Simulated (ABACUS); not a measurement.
# Ga (I4/mmm) in ABACUS: convergence with density cutoff

Aim: find how far density cutoff must go before the results for Ga settle, at PBEsol. This setting moves, with any that are tied to it; all else stays.

Everything below comes from runs of ABACUS 3.10.1. Logs are shortened: lines on timing, memory, paths and dates and some standing lists are left out, and cuts for length are marked.

## 1. The crystal as given

The structure is tetragonal, space group I4/mmm (No. 139). Conventional cell: a = 2.769 Å, b = 2.769 Å, c = 4.622 Å, α = 90.00°, β = 90.00°, γ = 90.00°. Ga (site symmetry 4/mmm) has 12 Ga at 2.77 to 3.03 Å as nearest neighbours.

This isn't the form of Ga at room conditions, which is orthorhombic.

## 2. With density cutoff 160 Ry

INPUT

```
INPUT_PARAMETERS
suffix              Ga
calculation         scf
basis_type          pw
pseudo_dir          ./
symmetry            1
dft_functional      pbesol
ecutwfc             40
pseudo_rcut         10
nspin               1
nbands              14
ks_solver           dav
smearing_method     gauss
smearing_sigma      0.00734986
scf_thr             1e-08
scf_nmax            100
mixing_type         broyden
mixing_beta         0.7
cal_force           1
cal_stress          1
ecutrho             160
kpar                4
```

STRU

```
ATOMIC_SPECIES
Ga 69.7230 ga_pbesol_v1.4.uspp.F.UPF

LATTICE_CONSTANT
1.8897261246

LATTICE_VECTORS
-1.3843987196 1.3843987196 2.3112238365
1.3843987196 -1.3843987196 2.3112238365
1.3843987196 1.3843987196 -2.3112238365

ATOMIC_POSITIONS
Direct

Ga
0.0
1
0.0000000000 0.0000000000 0.0000000000 1 1 1
```

KPT

```
K_POINTS
0
Gamma
10 10 10 0 0 0
```

Potentials or basis: GBRV ultrasoft 1.5 PBEsol, plane waves.

On the command line:

```
$ OMP_NUM_THREADS=1 mpirun -np 4 abacus > log
```

It took 6.3 s on 4 MPI ranks of Intel Xeon Platinum 8259CL at 2.50GHz (Skylake/Cascade Lake), shared host; peak memory 0.28 GiB.

Results:

```yaml
Free_energy: -5646.2225 eV
Pressure: -0.4 GPa
Band_gap_on_the_k_mesh: none (metal or under the smearing width)
```

## 3. With density cutoff 200 Ry

Changes to INPUT since step 2:

```diff
@@ -20,3 +20,3 @@
 cal_stress          1
-ecutrho             160
+ecutrho             200
 kpar                4
```

STRU is that of step 2.

KPT is that of step 2.

Potentials or basis: GBRV ultrasoft 1.5 PBEsol, plane waves.

On the command line:

```
$ OMP_NUM_THREADS=1 mpirun -np 4 abacus > log
```

Wall time 6.4 s (4 MPI ranks of Intel Xeon Platinum 8259CL at 2.50GHz (Skylake/Cascade Lake), shared host); peak memory 0.28 GiB.

Results:

| Property | Result |
| --- | --- |
| Free energy | -5646.2224 eV |
| Pressure | -0.4 GPa |
| Band gap on the k mesh | none (metal or under the smearing width) |

## 4. With density cutoff 240 Ry

Changes to INPUT since step 3:

```diff
@@ -20,3 +20,3 @@
 cal_stress          1
-ecutrho             200
+ecutrho             240
 kpar                4
```

STRU is that of step 3.

KPT is that of step 3.

On the command line:

```
$ OMP_NUM_THREADS=1 mpirun -np 4 abacus > log
```

Run time: 7.3 s. Hardware: 4 MPI ranks of Intel Xeon Platinum 8259CL at 2.50GHz (Skylake/Cascade Lake), shared host; peak memory 0.32 GiB.

Results:

```
Free energy            : -5646.2224 eV
Pressure               : -0.4 GPa
Band gap on the k mesh : none (metal or under the smearing width)
```

## 5. With density cutoff 320 Ry

Changes to INPUT since step 4:

```diff
@@ -20,3 +20,3 @@
 cal_stress          1
-ecutrho             240
+ecutrho             320
 kpar                4
```

STRU is that of step 4.

KPT is that of step 4.

On the command line:

```
$ OMP_NUM_THREADS=1 mpirun -np 4 abacus > log
```

It took 8.9 s on 4 MPI ranks of Intel Xeon Platinum 8259CL at 2.50GHz (Skylake/Cascade Lake), shared host; peak memory 0.36 GiB.

It converged, with:

```
Free energy            : -5646.2224 eV
Pressure               : -0.4 GPa
Band gap on the k mesh : none (metal or under the smearing width)
```

## 6. With density cutoff 400 Ry

Changes to INPUT since step 5:

```diff
@@ -20,3 +20,3 @@
 cal_stress          1
-ecutrho             320
+ecutrho             400
 kpar                4
```

STRU is that of step 5.

KPT is that of step 5.

Potentials or basis: GBRV ultrasoft 1.5 PBEsol, plane waves.

On the command line:

```
$ OMP_NUM_THREADS=1 mpirun -np 4 abacus > log
```

Run time: 11 s. Hardware: 4 MPI ranks of Intel Xeon Platinum 8259CL at 2.50GHz (Skylake/Cascade Lake), shared host; peak memory 0.44 GiB.

The run converged. Its results:

| Property | Result |
| --- | --- |
| Free energy | -5646.2225 eV |
| Pressure | -0.4 GPa |
| Band gap on the k mesh | none (metal or under the smearing width) |

## 7. With density cutoff 480 Ry

Changes to INPUT since step 6:

```diff
@@ -20,3 +20,3 @@
 cal_stress          1
-ecutrho             400
+ecutrho             480
 kpar                4
```

STRU is that of step 6.

KPT is that of step 6.

On the command line:

```
$ OMP_NUM_THREADS=1 mpirun -np 4 abacus > log
```

It took 14 s on 4 MPI ranks of Intel Xeon Platinum 8259CL at 2.50GHz (Skylake/Cascade Lake), shared host; peak memory 0.52 GiB.

It converged, with:

```yaml
Free_energy: -5646.2225 eV
Pressure: -0.4 GPa
Band_gap_on_the_k_mesh: none (metal or under the smearing width)
```

## 8. With density cutoff 640 Ry

Changes to INPUT since step 7:

```diff
@@ -20,3 +20,3 @@
 cal_stress          1
-ecutrho             480
+ecutrho             640
 kpar                4
```

STRU is that of step 7.

KPT is that of step 7.

Potentials or basis: GBRV ultrasoft 1.5 PBEsol, plane waves.

On the command line:

```
$ OMP_NUM_THREADS=1 mpirun -np 4 abacus > log
```

running log:

```text
ABACUS v3.10.1

               Atomic-orbital Based Ab-initio Computation at UStc

 ------------------------------------------------------------------------------------

 READING GENERAL INFORMATION
                           global_out_dir = OUT.Ga/
                           global_in_card = INPUT
                               pseudo_dir = ./
                              orbital_dir =
                                    DSIZE = 4
                                    GSIZE = 1

 READING UNITCELL INFORMATION
                                    ntype = 1
                  lattice constant (Bohr) = 1.88973
              lattice constant (Angstrom) = 1

 READING ATOM TYPE 1
                               atom label = Ga
                      L=0, number of zeta = 1
                      L=1, number of zeta = 1
                      L=2, number of zeta = 1
             number of atom for this type = 1

                        TOTAL ATOM NUMBER = 1
DIRECT COORDINATES
    atom                   x                   y                   z     mag                  vx                  vy                  vz
taud_Ga1            0.0000000000        0.0000000000        0.0000000000  0.0000        0.0000000000        0.0000000000        0.0000000000

                          Volume (Bohr^3) = 119.57
                             Volume (A^3) = 17.7184

 Lattice vectors: (Cartesian coordinate: in unit of a_0)
              -1.3844             +1.3844            +2.31122
              +1.3844             -1.3844            +2.31122
              +1.3844             +1.3844            -2.31122
 Reciprocal vectors: (Cartesian coordinate: in unit of 2 pi/a_0)
                   +0           +0.361168           +0.216336
            +0.361168                  +0           +0.216336
            +0.361168           +0.361168                  +0
 The esolver type has been set to : ksdft_pw

                PAO radial cut off (Bohr) = 10

 Read in pseudopotential file is ga_pbesol_v1.4.uspp.F.UPF
                     pseudopotential type = US
          exchange-correlation functional = PBEsol
                 nonlocal core correction = 1
                        valence electrons = 19
                                     lmax = 2
                           number of zeta = 4
                     number of projectors = 6
                           L of projector = 0
                           L of projector = 0
                           L of projector = 1
                           L of projector = 1
                           L of projector = 2
                           L of projector = 2
 XC functional updated to : pbesol
          exchange-correlation functional = PBESOL
     initial pseudo atomic orbital number = 12

 SETUP THE ELECTRONS NUMBER
            electron number of element Ga = 19
      total electron number of element Ga = 19
            AUTOSET number of electrons:  = 19
                           occupied bands = 10
                                   NBANDS = 14
[... 156 lines left out ...]

 SETUP NONLOCAL PSEUDOPOTENTIALS IN PLANE WAVE BASIS
 Ga non-local projectors:
 projector 1 L=0
 projector 2 L=0
 projector 3 L=1
 projector 4 L=1
 projector 5 L=2
 projector 6 L=2
      TOTAL NUMBER OF NONLOCAL PROJECTORS = 18

 Init Non-Local PseudoPotential table :
 Init Non-Local-Pseudopotential done.

                                     npwx = 519

 Make real space PAO into reciprocal space.
       max mesh points in Pseudopotential = 693
     dq(describe PAO in reciprocal space) = 0.01
                                    max q = 763

 number of pseudo atomic orbitals for Ga is 4
WARNING: norm of atomic wavefunction # 4 of atomic type Ga is 0.999966, renormalized

 -------------------------------------------
 SELF-CONSISTENT
 -------------------------------------------
                                 init_chg = atomic

 PW ALGORITHM --------------- ION=   1  ELEC=   1--------------------------------

 Density error is 9.1761063539
                          Error Threshold = 0.01
----------------------------------------------------------
     Energy           Rydberg                 eV
----------------------------------------------------------
 E_KohnSham     -409.4501041547      -5570.8544631979
 E_Harris       -484.3804831063      -6590.3345702386
 E_Fermi        1.1335241227         15.4223868893
----------------------------------------------------------
[... 75 lines left out ...]
 Density error is 9.62432640051e-09
                          Error Threshold = 5.10199519295e-09
----------------------------------------------------------
     Energy           Rydberg                 eV
----------------------------------------------------------
 E_KohnSham     -414.9895485984      -5646.2224713862
 E_KS(sigma->0) -414.9894625604      -5646.2213007787
 E_Harris       -414.9874376903      -5646.1937510081
 E_band         -36.7906951438       -500.5630873362
 E_one_elec     -327.6261623017      -4457.5826211761
 E_Hartree      172.0679574012       2341.1046638774
 E_xc           -47.9858915482       -652.8815486657
 E_Ewald        -211.4452800736      -2876.8606242068
 E_entropy(-TS) -0.0001720761        -0.0023412150
 E_descf        0.0000000000         0.0000000000
 E_exx          0.0000000000         0.0000000000
 E_Fermi        0.8736473806         11.8865824194
----------------------------------------------------------

 charge density convergence is achieved
 final etot is -5646.2224714 eV
 EFERMI = 11.886582419 eV

 STATE ENERGY(eV) AND OCCUPATIONS    NSPIN == 1
 1/26 kpoint (Cartesian) = 0.0000 0.0000 0.0000 (517 pws)
       1       -82.3264     0.00200000
       2       -82.3088     0.00200000
       3       -82.3088     0.00200000
       4       -3.07932     0.00200000
       5       -2.91245     0.00200000
       6       -2.87839     0.00200000
       7       -2.87839     0.00200000
       8       -2.71731     0.00200000
       9       0.391396     0.00200000
      10        24.6516        0.00000
      11        24.9588        0.00000
      12        24.9588        0.00000
      13        28.1083        0.00000
      14        29.0682        0.00000
[... 66 lines left out ...]
       1       -82.3280     0.00800000
       2       -82.3143     0.00800000
       3       -82.3087     0.00800000
       4       -3.05181     0.00800000
       5       -3.02471     0.00800000
       6       -2.86718     0.00800000
       7       -2.71096     0.00800000
       8       -2.65746     0.00800000
       9        7.02452     0.00800000
      10        7.70864     0.00800000
      11        19.8442        0.00000
      12        23.7552        0.00000
      13        24.4920        0.00000
      14        28.0608        0.00000

[... levels at 20 further k points ...]

------------------------------------------------------------------------------------------
 TOTAL-FORCE (eV/Angstrom)
------------------------------------------------------------------------------------------
                       Ga1         0.0000000000         0.0000000000         0.0000000000
------------------------------------------------------------------------------------------

----------------------------------------------------------------
 TOTAL-STRESS (KBAR)
----------------------------------------------------------------
         8.9575219519        -0.0000000000        -0.0000000000
        -0.0000000000         8.9575219519         0.0000000000
         0.0000000000         0.0000000000       -28.5980003957
----------------------------------------------------------------
 TOTAL-PRESSURE: -3.560985 KBAR

 --------------------------------------------
 !FINAL_ETOT_IS -5646.2224713862433418 eV
 --------------------------------------------
```

It took 18 s on 4 MPI ranks of Intel Xeon Platinum 8259CL at 2.50GHz (Skylake/Cascade Lake), shared host; peak memory 0.68 GiB.

Results:

| Property | Result |
| --- | --- |
| Free energy | -5646.2225 eV |
| Pressure | -0.4 GPa |
| Band gap on the k mesh | none (metal or under the smearing width) |

## 9. Summary

```
density cutoff  energy less the tightest run, at zero smearing (meV/atom)  SCF cycles  CPU time (s)
        160 Ry                                                      -0.01           8            24
        200 Ry                                                       0.07           8            26
        240 Ry                                                       0.07           8            29
        320 Ry                                                       0.02           8            36
        400 Ry                                                       0.01           8            45
        480 Ry                                                       0.01           8            55
        640 Ry                                                       0.00           8            74
```

Against the tightest run, the energy stays within 1 meV/atom from 160 Ry on. The tightest run that finished is the yardstick and may itself not be fully converged.
